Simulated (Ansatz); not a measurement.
Theory: Ansatz 0.2.0, DFT PBE, scalar-relativistic, plane waves, PAW. Settings: cutoff 420 eV, Γ-centred meshes spaced at most about 0.3 Å⁻¹, and about 0.25 Å⁻¹ or finer for metals (2π included), Gaussian smearing. Spin is collinear.

These are static total energies at zero pressure.

Question: Which of these relaxed structures of CrO2 is the lowest in energy?
A.
(parallel moments up to 1.3 μB)
```
Cr O
1.0
     3.82139    0.00000    0.00000
     0.00000    3.82139    0.00000
     0.00000    0.00000    4.59665
Cr O
2 4
Direct
  0.00000 0.50000 0.87523
  0.50000 0.00000 0.12477
  0.00000 0.00000 0.00000
  0.50000 0.50000 0.00000
  0.00000 0.50000 0.52870
  0.50000 0.00000 0.47130
```

B.
(parallel moments up to 1.7 μB)
```
Cr O
1.0
     9.16988    0.00000    0.00000
     0.00000    2.91294    0.00000
     0.00000    0.00000    4.77052
Cr O
4 8
Direct
  0.63953 0.75000 0.46326
  0.13953 0.75000 0.03674
  0.36047 0.25000 0.53674
  0.86047 0.25000 0.96326
  0.27261 0.75000 0.33162
  0.77261 0.75000 0.16838
  0.72739 0.25000 0.66838
  0.22739 0.25000 0.83162
  0.46714 0.75000 0.69740
  0.96714 0.75000 0.80260
  0.53286 0.25000 0.30260
  0.03286 0.25000 0.19740
```

Answer: B. The other, A, lies 0.35 eV/atom higher. Forms: B Pnma; A P4/nmm. Counting O atoms around Cr (those within 1.25 times the shortest such distance or 1.15 times the sum of covalent radii; a plus sign parts nearer from farther groups): B has Cr 6; A has Cr 1+4. Origin: A, invented; B, reached from a Materials Project cell. The lowest form computed isn't among them: it has the rutile type, space group P4_2/mnm (No. 136), 9.6 Å³/atom, is reached from a cell as deposited in COD and lies 42 meV/atom below the best shown.

Weakly bound directions are ill-defined at this level, which has no dispersion term (P4/nmm), and this can change margins and order among such cells. In such compounds of Cr a zero gap at this level may well be an artefact, since no Hubbard U is applied. Another magnetic order may lie lower. Cells relaxed within their symmetry can be saddle points. Some structure types and database cells were kept out of the candidates from the start, so a known form may be missing.
